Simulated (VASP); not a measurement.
Input of a VASP 6.6.1 run:

File INCAR:

```
SYSTEM = AlPt
PREC = Accurate
ENCUT = 520
EDIFF = 1E-6
ISMEAR = -1
SIGMA = 0.05
LREAL = .False.
LASPH = .True.
NELM = 60
ALGO = Fast
ISIF = 2
LWAVE = .False.
LCHARG = .False.
LMAXMIX = 4
LDAU = .True.
LDAUTYPE = 2
LDAUL = 2 -1
LDAUU = 5 0
LDAUJ = 0 0
LDAUPRINT = 1
GGA = PS
NBANDS = 36
```

KPOINTS

```
Automatic mesh
0
Gamma
  5 5 5
  0 0 0
```

Contents of POSCAR:

```
AlPt
1.0
    4.8789320700      0.0000000000      0.0000000000
    0.0000000000      4.8789320700      0.0000000000
    0.0000000000      0.0000000000      4.8789320700
Pt Al
4 4
Direct
    0.8449369400      0.6550630600      0.3449369400
    0.6550630600      0.3449369400      0.8449369400
    0.3449369400      0.8449369400      0.6550630600
    0.1550630600      0.1550630600      0.1550630600
    0.1559679000      0.3440321000      0.6559679000
    0.3440321000      0.6559679000      0.1559679000
    0.6559679000      0.1559679000      0.3440321000
    0.8440321000      0.8440321000      0.8440321000
```

Potentials or basis: VASP PAW PBE potentials, release 64 (Pt, Al).

The run is started by

```sh
$ cat potpaw_PBE.64/Pt/POTCAR potpaw_PBE.64/Al/POTCAR > POTCAR
$ mpirun -np 1 vasp_std > vasp.out
```

Task: What does it give for the largest force?

Result: 0.086 eV/Å.

Task: What does it give for the pressure?

Result: -9.1 GPa.

Task: Estimate the band gap on the k mesh.

Result: None (metal or under the smearing width).

Forces in eV/Å, atoms in the order of the input:
```
Pt   0.030 -0.030  0.030
Pt  -0.030  0.030  0.030
Pt   0.030  0.030 -0.030
Pt  -0.030 -0.030 -0.030
Al   0.049 -0.049  0.049
Al  -0.049  0.049  0.049
Al   0.049  0.049 -0.049
Al  -0.049 -0.049 -0.049
```

Caveat: the PAW data sets were made with another functional, which shifts forces and pressure a little; U without spin polarisation on a metal has little footing; the U is typed as a test and isn't derived for this compound. The run has no spin-orbit coupling, so splittings on Pt are missing.
